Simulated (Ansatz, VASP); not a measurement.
# One calculation of Ni, two programs

```
CELL_PARAMETERS angstrom
1.27901 2.21531 0.00000
-1.27901 2.21531 0.00000
0.00000 0.00000 4.00548
ATOMIC_POSITIONS crystal
Ni 0.33333 0.33334 0.25000
Ni 0.66666 0.66667 0.75000
```

The cell was built by a generator and needn't be a form met in nature.

Alike in both runs: task single point; functional PBE; k mesh 8 × 8 × 5; no spin polarisation.

```csv
,VASP,Ansatz
version,VASP 6.6.1,Ansatz 0.2.0
potentials or method,"VASP PAW PBE potentials, release 64 (Ni)",PAW plane waves
plane-wave cutoff (eV),520,420
occupations,"fermi-dirac, width 0.1 eV",fermi-dirac
valence electrons in the cell,20,36
```

|  | VASP | Ansatz | Ansatz less VASP |
| --- | --- | --- | --- |
| gap on the k mesh at the Fermi level (eV) | none | none | - |
| pressure (GPa) | -6.7 | -6.8 | -0.10 |
| largest component of the traceless stress (GPa) | 4.81 | 4.96 | +0.145 |

A gap of «none» marks a metal or a gap that the smearing closes. The two sets of potentials don't hold the same shells in valence. Ansatz warned: «structure_snapped_to_symmetry».

Caveats: the run has no spin polarisation, though such a crystal can be magnetic. Spin polarisation is off, so any magnetic state and its effect on volume and gap are missing.
